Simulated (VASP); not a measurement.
# WS₂: A learned difference between two levels of theory, by structures for the difference

WS₂, P6_3/mmc (no. 194), 24 atoms in the cell. PBE with D3(BJ), delta-learned machine-learned force field; PAW potentials W, S (PBE set).

| Structures for the difference | Force error with the learned difference (meV/Å) | Force error of the base level alone (meV/Å) | Time for a frame with the difference (s) | Time for a frame at the target level (s) | Time (s) |
|---|---|---|---|---|---|
| 8 | 6.1 | 123.7 | 7.4 | 19.8 | 525 |
| 30 | 4.9 | 123.7 | 9.4 | 23.1 | 1192 |

## Input of the first row

INCAR.step1:
```
  ALGO = Normal
  EDIFF = 1E-6
  ENCUT = 340
  GGA = PE
  IBRION = 11
  ISIF = 2
  ISMEAR = 0
  ISYM = 0
  IVDW = 12
  KPAR = 4
  LASPH = T
  LCHARG = F
  LREAL = Auto
  LWAVE = F
  NCORE = 2
  NELM = 80
  NELMIN = 4
  NSW = 8
  PREC = Normal
  SIGMA = 0.05
```

INCAR.step2, as INCAR.step1 but for:
```
- GGA = PE
+ LMIXTAU = T
+ METAGGA = R2SCAN
+ VDW_A1 = 0.49484001
+ VDW_A2 = 5.73083694
+ VDW_S6 = 1.0
+ VDW_S8 = 0.78981345
```

INCAR.step3:
```
  LCHARG = F
  LWAVE = F
  ML_CTIFOR = 0.002
  ML_ICRITERIA = 0
  ML_LMLFF = T
  ML_MODE = select
```

INCAR.step4:
```
  LCHARG = F
  LWAVE = F
  ML_LMLFF = T
  ML_MODE = refit
```

INCAR.step7:
```
  ALGO = Normal
  EDIFF = 1E-6
  ENCUT = 340
  GGA = PE
  IBRION = 11
  ISIF = 2
  ISMEAR = 0
  ISYM = 0
  IVDW = 12
  KPAR = 4
  LASPH = T
  LCHARG = F
  LREAL = Auto
  LWAVE = F
  ML_LMLFF = T
  ML_MODE = delta
  ML_OUTPUT_MODE = 1
  NCORE = 2
  NELM = 80
  NELMIN = 4
  NSW = 8
  PREC = Normal
  SIGMA = 0.05
```

KPOINTS.step1:
```
k-points
0
Gamma
  2 2 1
```

KPOINTS.step3:
```
k-points
0
Gamma
  1 1 1
```

POSCAR.fr.step1:
```
  0.335182266544    0.174496504540    0.751149933252
  0.333030339448    0.674797479390    0.748766840296
  0.838531992776    0.170185756850    0.749363263469
  0.841025459918    0.665214737157    0.752061512049
  0.153240692464    0.338370124049    0.252279803874
  0.163460702985    0.835985991729    0.250399458338
  0.666770957482    0.338657629568    0.244696721204
  0.656452851218    0.834576004181    0.243080466388
  0.303751928102    0.163504905355    0.373528960897
  0.334348598557    0.684078455655    0.371444336175
  0.817206305779    0.165578957073    0.368788689615
  0.817339628740    0.667567888636    0.374791365283
  0.181233183676    0.359345857891    0.874791477145
  0.177198825088    0.839991289182    0.879806562444
  0.666504401742    0.325019205119    0.877619055470
  0.668880631647    0.820717699157    0.878379706370
  0.328185028781    0.169038920683    0.112440446526
  0.318110541919    0.652901462266    0.123313684289
  0.838818203482    0.170791452180    0.115318171844
  0.810794145688    0.640426654363    0.114108672388
  0.165838569520    0.343488309102    0.627324434060
  0.176177031340    0.836170085336    0.617908263297
  0.663290930283    0.332215005195    0.624046808114
  0.687166841716    0.844880030245    0.624576761114

  0.350396808262    0.178802134130    0.752067079992
  0.324062396389    0.680372510049    0.749671835572
  0.835569862299    0.182391337177    0.747729282374
  0.828548058946    0.688577448072    0.747200016001
  0.175415512483    0.377437882302    0.250640446804
  0.174611867774    0.894431481064    0.246168924667
  0.679584280526    0.394306993813    0.241585869380
  0.687052573064    0.895128089553    0.247896351248
  0.361719867506    0.230592736746    0.371162288388
  0.346843145525    0.721200436239    0.369101074441
  0.840055682096    0.239657859698    0.370733134069
  0.844929195070    0.710472119205    0.367532815779
  0.193340908973    0.333453394184    0.872637050650
  0.150798931821    0.832105107144    0.877633794569
  0.690067832224    0.364917717810    0.875200295360
  0.643291664270    0.848789933681    0.870258550266
  0.349236537756    0.227847054823    0.119985003981
  0.333054052822    0.726487584323    0.124318699882
  0.842394900094    0.219907014069    0.116461359463
  0.845500571577    0.743100020161    0.115315130024
  0.173296213169    0.362025819026    0.628180113672
  0.154954839498    0.852636813709    0.622069424691
  0.660707850262    0.359633264164    0.623387218606
  0.660458683787    0.858857029193    0.621541930481

  0.310195641308    0.266272686269    0.761174135995
  0.302535841073    0.765669355415    0.764163400002
  0.839815943333    0.275976318975    0.760070005910
  0.822298552735    0.772513659605    0.755459342338
  0.179324189164    0.422162781607    0.256562431467
  0.171841166762    0.931034439164    0.254252394108
  0.697132622303    0.428253249738    0.255849801840
  0.675265519380    0.931969584087    0.250030808485
  0.375306303105    0.273117053855    0.377315563724
  0.347356711203    0.752419807635    0.380505139308
  0.833671416643    0.237087871618    0.389453976047
  0.855253639732    0.767887608960    0.378359456649
  0.157975022235    0.426494662642    0.887370492826
  0.124613024884    0.911530581414    0.890703548869
  0.671307034402    0.465616973093    0.880678244870
  0.671258751410    0.960778272319    0.885555373009
  0.372035986506    0.247387721779    0.136316240842
  0.315743184719    0.741296541263    0.126608035242
  0.833845745543    0.249530536158    0.120089004754
  0.828851866237    0.763287332334    0.122278729682
  0.165654483894    0.446214446690    0.637594561321
  0.174770294675    0.962725197330    0.642204730640
  0.655897774863    0.427897089968    0.642240043618
  0.630655360710    0.926660474696    0.639557113558

[... 45 lines left out ...]
  0.082428160037    0.464030394574    0.600937347325
  0.103350540629    0.933285272873    0.604698393454
  0.575623276194    0.436784143951    0.607231918193
  0.584797753974    0.928194460475    0.611294595914

  0.231932154270    0.214020353459    0.745880420852
  0.237005096559    0.729919889566    0.743977889447
  0.745747423822    0.215639071331    0.732028260079
  0.731848774475    0.692808375472    0.739338657904
  0.098990380516    0.382863362263    0.238204663138
  0.105381416086    0.898598070896    0.245357105695
  0.590932374932    0.378306447349    0.234220119647
  0.620382074191    0.914185348591    0.243109563690
  0.283067780281    0.238374063743    0.363981807153
  0.266969780616    0.713448609854    0.366973704997
  0.764715250135    0.244386045034    0.367864808565
  0.770845696977    0.726254823223    0.360817346101
  0.049775307169    0.362453973984    0.850281475762
  0.105262732623    0.893330016611    0.867877405657
  0.592128775000    0.393710322043    0.872241024416
  0.579471357128    0.898700725404    0.856912224165
  0.259255202953    0.223777304533    0.113703442019
  0.257461818344    0.709151628773    0.119095098500
  0.772615034805    0.223280756126    0.122683469270
  0.752947420637    0.727752090492    0.113265680363
  0.061160470059    0.374927448184    0.612581311506
  0.058607881687    0.885112671320    0.612257042899
  0.549461127690    0.361192857822    0.613152667748
  0.553500379428    0.865831828314    0.605956887032

  0.274251462342    0.226569366757    0.734501010131
  0.291650494800    0.731209387034    0.756370675318
  0.786688523256    0.245166433067    0.738212692645
  0.785420331345    0.736875976219    0.746841866761
  0.117352335536    0.372869171261    0.235226229345
  0.108325814759    0.889700094453    0.239781015526
  0.611993496629    0.367358033255    0.239772687287
  0.583248373713    0.859800485321    0.225515037305
  0.302266218194    0.217850347474    0.372953039768
  0.253647247146    0.703733786327    0.361409263818
  0.782608366620    0.192448073604    0.356234756300
  0.794207195125    0.718485091692    0.354144480275
  0.111560572630    0.389214624674    0.860233175443
  0.111060688753    0.918661005752    0.873938966459
  0.597112811738    0.398217827129    0.862912560479
  0.637746022945    0.917682195520    0.859440070571
  0.286580938479    0.206934789210    0.097985853730
  0.268627440354    0.699625099825    0.103091237812
  0.745925200635    0.189169630483    0.107785864268
  0.749470442702    0.674862404136    0.103374140067
  0.132940575550    0.416309842239    0.610142358307
  0.118003745199    0.876532608536    0.627440302018
  0.613651203135    0.405066536495    0.612962408735
  0.614593560966    0.909648401394    0.620515901921
```

POSCAR.fr.step2:
```
  0.335182266544    0.174496504540    0.751149933252
  0.333030339448    0.674797479390    0.748766840296
  0.838531992776    0.170185756850    0.749363263469
  0.841025459918    0.665214737157    0.752061512049
  0.153240692464    0.338370124049    0.252279803874
  0.163460702985    0.835985991729    0.250399458338
  0.666770957482    0.338657629568    0.244696721204
  0.656452851218    0.834576004181    0.243080466388
  0.303751928102    0.163504905355    0.373528960897
  0.334348598557    0.684078455655    0.371444336175
  0.817206305779    0.165578957073    0.368788689615
  0.817339628740    0.667567888636    0.374791365283
  0.181233183676    0.359345857891    0.874791477145
  0.177198825088    0.839991289182    0.879806562444
  0.666504401742    0.325019205119    0.877619055470
  0.668880631647    0.820717699157    0.878379706370
  0.328185028781    0.169038920683    0.112440446526
  0.318110541919    0.652901462266    0.123313684289
  0.838818203482    0.170791452180    0.115318171844
  0.810794145688    0.640426654363    0.114108672388
  0.165838569520    0.343488309102    0.627324434060
  0.176177031340    0.836170085336    0.617908263297
  0.663290930283    0.332215005195    0.624046808114
  0.687166841716    0.844880030245    0.624576761114

  0.350396808262    0.178802134130    0.752067079992
  0.324062396389    0.680372510049    0.749671835572
  0.835569862299    0.182391337177    0.747729282374
  0.828548058946    0.688577448072    0.747200016001
  0.175415512483    0.377437882302    0.250640446804
  0.174611867774    0.894431481064    0.246168924667
  0.679584280526    0.394306993813    0.241585869380
  0.687052573064    0.895128089553    0.247896351248
  0.361719867506    0.230592736746    0.371162288388
  0.346843145525    0.721200436239    0.369101074441
  0.840055682096    0.239657859698    0.370733134069
  0.844929195070    0.710472119205    0.367532815779
  0.193340908973    0.333453394184    0.872637050650
  0.150798931821    0.832105107144    0.877633794569
  0.690067832224    0.364917717810    0.875200295360
  0.643291664270    0.848789933681    0.870258550266
  0.349236537756    0.227847054823    0.119985003981
  0.333054052822    0.726487584323    0.124318699882
  0.842394900094    0.219907014069    0.116461359463
  0.845500571577    0.743100020161    0.115315130024
  0.173296213169    0.362025819026    0.628180113672
  0.154954839498    0.852636813709    0.622069424691
  0.660707850262    0.359633264164    0.623387218606
  0.660458683787    0.858857029193    0.621541930481

  0.310195641308    0.266272686269    0.761174135995
  0.302535841073    0.765669355415    0.764163400002
  0.839815943333    0.275976318975    0.760070005910
  0.822298552735    0.772513659605    0.755459342338
  0.179324189164    0.422162781607    0.256562431467
  0.171841166762    0.931034439164    0.254252394108
  0.697132622303    0.428253249738    0.255849801840
  0.675265519380    0.931969584087    0.250030808485
  0.375306303105    0.273117053855    0.377315563724
  0.347356711203    0.752419807635    0.380505139308
  0.833671416643    0.237087871618    0.389453976047
  0.855253639732    0.767887608960    0.378359456649
  0.157975022235    0.426494662642    0.887370492826
  0.124613024884    0.911530581414    0.890703548869
  0.671307034402    0.465616973093    0.880678244870
  0.671258751410    0.960778272319    0.885555373009
  0.372035986506    0.247387721779    0.136316240842
  0.315743184719    0.741296541263    0.126608035242
  0.833845745543    0.249530536158    0.120089004754
  0.828851866237    0.763287332334    0.122278729682
  0.165654483894    0.446214446690    0.637594561321
  0.174770294675    0.962725197330    0.642204730640
  0.655897774863    0.427897089968    0.642240043618
  0.630655360710    0.926660474696    0.639557113558

[... 45 lines left out ...]
  0.082428160037    0.464030394574    0.600937347325
  0.103350540629    0.933285272873    0.604698393454
  0.575623276194    0.436784143951    0.607231918193
  0.584797753974    0.928194460475    0.611294595914

  0.231932154270    0.214020353459    0.745880420852
  0.237005096559    0.729919889566    0.743977889447
  0.745747423822    0.215639071331    0.732028260079
  0.731848774475    0.692808375472    0.739338657904
  0.098990380516    0.382863362263    0.238204663138
  0.105381416086    0.898598070896    0.245357105695
  0.590932374932    0.378306447349    0.234220119647
  0.620382074191    0.914185348591    0.243109563690
  0.283067780281    0.238374063743    0.363981807153
  0.266969780616    0.713448609854    0.366973704997
  0.764715250135    0.244386045034    0.367864808565
  0.770845696977    0.726254823223    0.360817346101
  0.049775307169    0.362453973984    0.850281475762
  0.105262732623    0.893330016611    0.867877405657
  0.592128775000    0.393710322043    0.872241024416
  0.579471357128    0.898700725404    0.856912224165
  0.259255202953    0.223777304533    0.113703442019
  0.257461818344    0.709151628773    0.119095098500
  0.772615034805    0.223280756126    0.122683469270
  0.752947420637    0.727752090492    0.113265680363
  0.061160470059    0.374927448184    0.612581311506
  0.058607881687    0.885112671320    0.612257042899
  0.549461127690    0.361192857822    0.613152667748
  0.553500379428    0.865831828314    0.605956887032

  0.274251462342    0.226569366757    0.734501010131
  0.291650494800    0.731209387034    0.756370675318
  0.786688523256    0.245166433067    0.738212692645
  0.785420331345    0.736875976219    0.746841866761
  0.117352335536    0.372869171261    0.235226229345
  0.108325814759    0.889700094453    0.239781015526
  0.611993496629    0.367358033255    0.239772687287
  0.583248373713    0.859800485321    0.225515037305
  0.302266218194    0.217850347474    0.372953039768
  0.253647247146    0.703733786327    0.361409263818
  0.782608366620    0.192448073604    0.356234756300
  0.794207195125    0.718485091692    0.354144480275
  0.111560572630    0.389214624674    0.860233175443
  0.111060688753    0.918661005752    0.873938966459
  0.597112811738    0.398217827129    0.862912560479
  0.637746022945    0.917682195520    0.859440070571
  0.286580938479    0.206934789210    0.097985853730
  0.268627440354    0.699625099825    0.103091237812
  0.745925200635    0.189169630483    0.107785864268
  0.749470442702    0.674862404136    0.103374140067
  0.132940575550    0.416309842239    0.610142358307
  0.118003745199    0.876532608536    0.627440302018
  0.613651203135    0.405066536495    0.612962408735
  0.614593560966    0.909648401394    0.620515901921
```

6 further input files aren't shown.

Commands (each step's output is kept before the next begins):
```
cat potpaw_PBE.64/W/POTCAR potpaw_PBE.64/S/POTCAR > POTCAR
# POSCAR.fr: 7 further structures after the one in POSCAR, taken evenly from ML_AB
cp INCAR.step1 INCAR
cp KPOINTS.step1 KPOINTS
cp POSCAR.step1 POSCAR
mpirun -np 8 vasp_std < POSCAR.fr > vasp.out
# POSCAR.fr: 7 further structures after the one in POSCAR, taken evenly from ML_AB
cp INCAR.step2 INCAR
mpirun -np 8 vasp_std < POSCAR.fr > vasp.out
# ML_AB written from the two interactive runs: energies, forces and stresses of the target level less those of the base level
cp INCAR.step3 INCAR
cp KPOINTS.step3 KPOINTS
cp POSCAR.step3 POSCAR
mpirun -np 8 vasp_gam > vasp.out
cp ML_ABN ML_AB
cp INCAR.step4 INCAR
mpirun -np 8 vasp_gam > vasp.out
# POSCAR.test: 7 further structures after the one in POSCAR, taken evenly from XDATCAR of a force-field run
cp INCAR.step1 INCAR
cp KPOINTS.step1 KPOINTS
cp POSCAR.step5 POSCAR
mpirun -np 8 vasp_std < POSCAR.test > vasp.out
# POSCAR.test: 7 further structures after the one in POSCAR, taken evenly from XDATCAR of a force-field run
cp INCAR.step2 INCAR
mpirun -np 8 vasp_std < POSCAR.test > vasp.out
cp ML_FFN ML_FF
# POSCAR.test: 7 further structures after the one in POSCAR, taken evenly from XDATCAR of a force-field run
cp INCAR.step7 INCAR
mpirun -np 8 vasp_std < POSCAR.test > vasp.out
```

Changes of the last row against the first:
```
- NSW = 8
+ NSW = 30
```

VASP 6.6.1 took 525 s on 8 cores (Intel Xeon 6975P-C (Granite Rapids)), a shared host.
